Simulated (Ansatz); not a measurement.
# FeO: the cost of one run

Program: Ansatz 0.2.0. Level of theory: DFT PBE, scalar-relativistic, plane waves, PAW. These are calculated values, not measurements.

### 1 The structure to begin with

The structure is trigonal, space group R-3m (No. 166). The conventional cell has a = 3.035 Å, b = 3.035 Å, c = 7.547 Å, α = 90.00°, β = 90.00°, γ = 120.00°. Fe (site symmetry -3m) has 6 O at 2.16 Å as nearest neighbours. O (site symmetry -3m) has 6 Fe at 2.16 Å as nearest neighbours.

Coordinates:

```cif
data_structure
_symmetry_space_group_name_H-M 'P 1'
_symmetry_Int_Tables_number 1
_cell_length_a 3.0660
_cell_length_b 3.0660
_cell_length_c 3.0660
_cell_angle_alpha 59.340
_cell_angle_beta 59.340
_cell_angle_gamma 59.340
_cell_volume 20.07
loop_
_atom_site_label
_atom_site_type_symbol
_atom_site_fract_x
_atom_site_fract_y
_atom_site_fract_z
_atom_site_occupancy
Fe1 Fe 0.00000 0.00000 0.00000 1
O1 O 0.50000 0.50000 0.50000 1
```

The cell is the measured one, not relaxed. At PBE, an earlier run found -0.73 GPa for this cell of 10.037 Å³/atom (14×14×14 mesh), no gap, moments in the atoms' spheres Fe 3.45; O 0.32 μB.

### 2 Flat spin spiral, q = 0 Γ

File input.yaml:

```yaml
crystal:
  lattice:
    - [1.5176821106, 0.8762341751, 2.5157945753]
    - [-1.5176821106, 0.8762341751, 2.5157945753]
    - [0.0, -1.7524683502, 2.5157945753]
  atoms:
    - { symbol: Fe, position: [0.0, 0.0, 0.0], spin: 3.8, spin_axis: [1.0, 0.0, 0.0] }
    - { symbol: O, position: [0.5, 0.5, 0.5] }
basis:
  ecutwfc: 420
  ecutrho_ratio: 4
kpoints:
  mp_grid: { grid: [14, 14, 14] }
hamiltonian:
  xc: pbe
scf:
  occupations: { method: gaussian, width: 0.05 }
output:
  forces: true
  stress: false
  eigenvalues: true
  populations: true
magnetization:
  noncollinear: true
  spin_orbit: false
  spin_spiral: { q: [0, 0, 0] }
```

Run with:

```console
ansatz run input.yaml --threads 4 --pin off --max-ram 9216MiB --backend cpu --events-out ev --progress --plain --runs-dir out
```

**Question.** How long does this run take on 4 threads of Arm Neoverse V2, shared host, and how much memory does it need?

About 20 s, with a peak of 0.63 GiB.
